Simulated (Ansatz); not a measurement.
CdSiP2 as one 8-atom ordering (I-42d) on the zincblende lattice at its r2SCAN geometry, run in the plane-wave code Ansatz at 4 levels of theory. Note: simulated data, non-magnetic, for a generated structure that need not be the stable one.

The PBE+SOC input:
```yaml
crystal:
  lattice:
    - [-2.8468453812, 2.8468453812, 5.2420756378]
    - [2.8468453812, -2.8468453812, 5.2420756378]
    - [2.8468453812, 2.8468453812, -5.2420756378]
  atoms:
    - { symbol: Cd, position: [0.0, 0.0, 0.0] }
    - { symbol: P, position: [0.375, 0.4211589736, 0.5461589736] }
    - { symbol: Cd, position: [0.75, 0.25, 0.5] }
    - { symbol: P, position: [0.1711589736, 0.625, 0.0461589736] }
    - { symbol: Si, position: [0.5, 0.5, 0.0] }
    - { symbol: P, position: [0.875, 0.8288410264, 0.4538410264] }
    - { symbol: Si, position: [0.25, 0.75, 0.5] }
    - { symbol: P, position: [0.5788410264, 0.125, -0.0461589736] }
kpoints:
  mp_grid: { grid: [6, 6, 6] }
  band_path:
    path:
      - [0.0, 0.0, 0.0]
      - [0.0, 0.0, 0.5]
      - [0.25, 0.25, 0.25]
      - [0.0, 0.5, 0.0]
      - [0.5, 0.5, -0.5]
      - [0.3237328809, 0.6762671191, -0.3237328809]
      - [-0.3237328809, 0.3237328809, 0.3237328809]
      - [-0.1474657618, 0.1474657618, 0.5]
      - [0.5, 0.5, -0.1474657618]
    npoints: 1
hamiltonian:
  xc: pbe
scf:
  occupations: { method: fixed }
  n_extra_bands: 12
magnetization:
  noncollinear: true
  spin_orbit: true
output:
  forces: true
  stress: true
  eigenvalues: true
```

Main results, then, where recorded, the levels near the gap in eV from the Fermi energy (columns number the bands from 0), one row a point of the path (Γ, X, P, N, M, S, S₀, R, G):
```
Crystal: 8 atoms, lattice volume = 169.938 Å³
Symmetry: 8 space group operations + 8 with time reversal
Magnetic group: BNS 122.334 (UNI 994)
```
```
Basis set: ecut = 420 eV, 3297 PW (Γ)
k-points: 30 of 216 (time reversal used)
SCF converged after 8 iterations
Free energy (F): -20810.432938 eV
Fermi energy:    7.541359 eV
--- Forces (eV/Å), atoms counted from 1 ---
  atom   1  Cd      0.00000      0.00000      0.00000
  atom   2  P     -0.07281      0.00000      0.00000
  atom   3  Cd      0.00000      0.00000      0.00000
  atom   4  P       0.00000    -0.07281      0.00000
  atom   5  Si      0.00000      0.00000      0.00000
  atom   6  P       0.07281      0.00000      0.00000
  atom   7  Si      0.00000      0.00000      0.00000
  atom   8  P       0.00000      0.07281      0.00000
--- Stress (GPa, compression-positive) ---
        1.500896       0.000000       0.000000
        0.000000       1.500896       0.000000
        0.000000       0.000000       1.597902
  P = ⅓ Tr σ = 1.5332 GPa (15.332 kbar)
```
```tsv
band_58	band_59	band_60	band_61	band_62	band_63	band_64	band_65	band_66	band_67	band_68	band_69	band_70	band_71	band_72	band_73
-1.962	-1.962	-1.897	-1.897	-0.300	-0.300	-0.246	-0.246	0.000	0.000	1.367	1.367	1.932	1.932	1.978	1.978
-1.792	-1.792	-0.896	-0.896	-0.888	-0.888	-0.442	-0.442	-0.436	-0.436	1.877	1.877	1.882	1.882	2.965	2.965
-1.922	-1.915	-0.938	-0.938	-0.885	-0.883	-0.786	-0.774	-0.737	-0.737	2.505	2.505	2.509	2.509	2.598	2.602
-2.623	-2.623	-1.766	-1.766	-1.565	-1.565	-0.877	-0.877	-0.512	-0.512	2.460	2.460	2.789	2.789	2.954	2.954
-1.892	-1.892	-1.827	-1.827	-1.827	-1.827	-0.738	-0.738	-0.738	-0.738	1.965	1.965	1.965	1.965	2.021	2.021
-2.377	-2.366	-1.899	-1.898	-1.708	-1.693	-0.835	-0.823	-0.214	-0.179	1.765	1.765	2.685	2.699	2.936	2.945
-2.377	-2.366	-1.899	-1.898	-1.708	-1.693	-0.835	-0.823	-0.214	-0.179	1.765	1.765	2.685	2.699	2.936	2.945
-2.145	-2.145	-1.005	-1.005	-0.992	-0.992	-0.681	-0.681	-0.649	-0.649	2.132	2.132	2.143	2.143	3.283	3.283
-2.145	-2.145	-1.005	-1.005	-0.992	-0.992	-0.681	-0.681	-0.649	-0.649	2.132	2.132	2.143	2.143	3.283	3.283
```

The PBE+SOC gap is direct at Γ: 1.37 eV.

r2SCAN. Against the first input these blocks differ (the band path and keys that only write files left aside):
```yaml
hamiltonian:
  xc: r2scan
scf:
  occupations: { method: fixed }
  n_extra_bands: 6
```
(magnetization left out)

```
Basis set: ecut = 500 eV, 4259 PW (Γ)
k-points: 30 of 216 (time reversal used)
SCF converged after 7 iterations
Free energy (F): -20853.473797 eV
Fermi energy:    7.386827 eV
--- Forces (eV/Å), atoms counted from 1 ---
  atom   1  Cd      0.00000      0.00000      0.00000
  atom   2  P       0.00057      0.00000      0.00000
  atom   3  Cd      0.00000      0.00000      0.00000
  atom   4  P       0.00000      0.00057      0.00000
  atom   5  Si      0.00000      0.00000      0.00000
  atom   6  P     -0.00057      0.00000      0.00000
  atom   7  Si      0.00000      0.00000      0.00000
  atom   8  P       0.00000    -0.00057      0.00000
--- Stress (GPa, compression-positive) ---
        0.006628       0.000000       0.000000
        0.000000       0.006628       0.000000
        0.000000       0.000000      -0.011414
  P = ⅓ Tr σ = 0.0006 GPa (0.006 kbar)
```
```tsv
band_29	band_30	band_31	band_32	band_33	band_34	band_35	band_36
-1.993	-1.993	-0.273	-0.273	0.000	1.606	2.262	2.453
-1.856	-0.919	-0.919	-0.455	-0.455	2.241	2.241	3.314
-1.968	-0.940	-0.940	-0.771	-0.771	2.832	2.832	2.977
-2.721	-1.801	-1.615	-0.888	-0.517	2.757	3.130	3.247
-1.951	-1.870	-1.870	-0.766	-0.766	2.238	2.238	2.293
-2.435	-1.964	-1.748	-0.845	-0.201	2.024	3.002	3.285
-2.435	-1.964	-1.748	-0.845	-0.201	2.024	3.002	3.285
-2.221	-1.027	-1.027	-0.669	-0.669	2.478	2.478	3.632
-2.221	-1.027	-1.027	-0.669	-0.669	2.478	2.478	3.632
```

r2SCAN gives a direct gap of 1.61 eV at Γ. The mean stress is close to zero (0.00 GPa).

**Question.** In the first input these blocks are replaced (the band path and keys that only write files left aside):
```yaml
kpoints:
  mp_grid: { grid: [4, 4, 4] }
hamiltonian:
  xc: hse06
scf:
  occupations: { method: fixed }
  n_extra_bands: 6
```
(magnetization left out)
What comes out?

**Answer.**
```
Basis set: ecut = 420 eV, 3297 PW (Γ)
k-points: 13 of 64 (time reversal used)
Exchange kernel: α = 0.2500, screened, ω = 0.2079 Å⁻¹, Wigner–Seitz truncation, v(0) = 1046.6740 eV·Å³, q-mesh 4×4×4
hybrid outer 1: dexx = +2.679e-2 eV, tail = 5.96e-5 eV
hybrid outer 2: dexx = +1.179e-6 eV, tail = 4.29e-8 eV, Δε = 2.71e-3 eV, ΔF = 2.56e-3 eV/Å
hybrid SCF converged: 2 outer / 12 inner (+3 warm-up)
Free energy (F): -20815.531533 eV
Fermi energy:    7.094740 eV
--- Forces (eV/Å), atoms counted from 1 ---
  atom   1  Cd      0.00000      0.00000      0.00000
  atom   2  P       0.03200      0.00000      0.00000
  atom   3  Cd      0.00000      0.00000      0.00000
  atom   4  P       0.00000      0.03200      0.00000
  atom   5  Si      0.00000      0.00000      0.00000
  atom   6  P     -0.03200      0.00000      0.00000
  atom   7  Si      0.00000      0.00000      0.00000
  atom   8  P       0.00000    -0.03200      0.00000
--- Stress (GPa, compression-positive) ---
       -0.028805       0.000000       0.000000
        0.000000      -0.028805       0.000000
        0.000000       0.000000      -0.010778
  P = ⅓ Tr σ = -0.0228 GPa (-0.228 kbar)
```
```tsv
band_29	band_30	band_31	band_32	band_33	band_34	band_35	band_36
-2.099	-2.099	-0.276	-0.276	0.000	2.009	2.762	2.853
-1.941	-0.968	-0.968	-0.479	-0.479	2.695	2.695	3.854
-2.070	-0.979	-0.979	-0.814	-0.814	3.311	3.311	3.485
-2.867	-1.877	-1.676	-0.926	-0.533	3.264	3.658	3.807
-2.032	-2.000	-2.000	-0.809	-0.809	2.648	2.648	2.744
-2.545	-2.063	-1.827	-0.874	-0.216	2.473	3.514	3.816
-2.545	-2.063	-1.827	-0.874	-0.216	2.473	3.514	3.816
-2.323	-1.078	-1.078	-0.694	-0.694	2.945	2.945	4.178
-2.323	-1.078	-1.078	-0.694	-0.694	2.945	2.945	4.178
```
HSE06 gives a direct gap of 2.01 eV at Γ. The mean stress, 0.0 GPa, is small, and the program warns that its thresholds are loose for a hybrid's stress.

**Question.** In the first input these blocks are replaced (the band path and keys that only write files left aside):
```yaml
kpoints:
  mp_grid: { grid: [4, 4, 4] }
hamiltonian:
  xc: pbe0
scf:
  occupations: { method: fixed }
  n_extra_bands: 6
```
(magnetization left out)
What comes out?

**Answer.**
```
Basis set: ecut = 420 eV, 3297 PW (Γ)
k-points: 13 of 64 (time reversal used)
Exchange kernel: α = 0.2500, full range, Wigner–Seitz truncation, v(0) = 16988.2579 eV·Å³, q-mesh 4×4×4
hybrid outer 1: dexx = +4.280e-2 eV, tail = 8.33e-5 eV
hybrid outer 2: dexx = +5.513e-6 eV, tail = 6.30e-8 eV, Δε = 2.30e-3 eV, ΔF = 5.32e-4 eV/Å
hybrid SCF converged: 2 outer / 13 inner (+3 warm-up)
Free energy (F): -20815.289927 eV
Fermi energy:    6.754082 eV
--- Forces (eV/Å), atoms counted from 1 ---
  atom   1  Cd      0.00000      0.00000      0.00000
  atom   2  P       0.03163      0.00000      0.00000
  atom   3  Cd      0.00000      0.00000      0.00000
  atom   4  P       0.00000      0.03163      0.00000
  atom   5  Si      0.00000      0.00000      0.00000
  atom   6  P     -0.03163      0.00000      0.00000
  atom   7  Si      0.00000      0.00000      0.00000
  atom   8  P       0.00000    -0.03163      0.00000
--- Stress (GPa, compression-positive) ---
       -0.209334       0.000000       0.000000
        0.000000      -0.209334       0.000000
        0.000000       0.000000      -0.177355
  P = ⅓ Tr σ = -0.1987 GPa (-1.987 kbar)
```
```tsv
band_29	band_30	band_31	band_32	band_33	band_34	band_35	band_36
-2.139	-2.139	-0.280	-0.280	0.000	2.669	3.434	3.503
-1.975	-0.985	-0.985	-0.494	-0.494	3.358	3.358	4.536
-2.111	-1.000	-1.000	-0.833	-0.833	3.987	3.987	4.159
-2.923	-1.911	-1.715	-0.947	-0.556	3.946	4.342	4.498
-2.069	-2.044	-2.044	-0.825	-0.825	3.313	3.313	3.416
-2.592	-2.102	-1.872	-0.895	-0.219	3.135	4.197	4.505
-2.592	-2.102	-1.872	-0.895	-0.219	3.135	4.197	4.505
-2.366	-1.094	-1.094	-0.709	-0.709	3.606	3.606	4.869
-2.366	-1.094	-1.094	-0.709	-0.709	3.606	3.606	4.869
```
PBE0 gives a direct gap of 2.67 eV at Γ. The mean stress, -0.2 GPa, is small, and the program warns that its thresholds are loose for a hybrid's stress.

The hybrids run on coarser meshes, which limits their stresses and small splittings of levels.

Totals of different functionals, or with and without spin-orbit coupling, can't be compared.

Only the levels marked +SOC include spin-orbit coupling.

The meshes of the hybrids are coarse, so their gaps aren't converged to the digits shown.
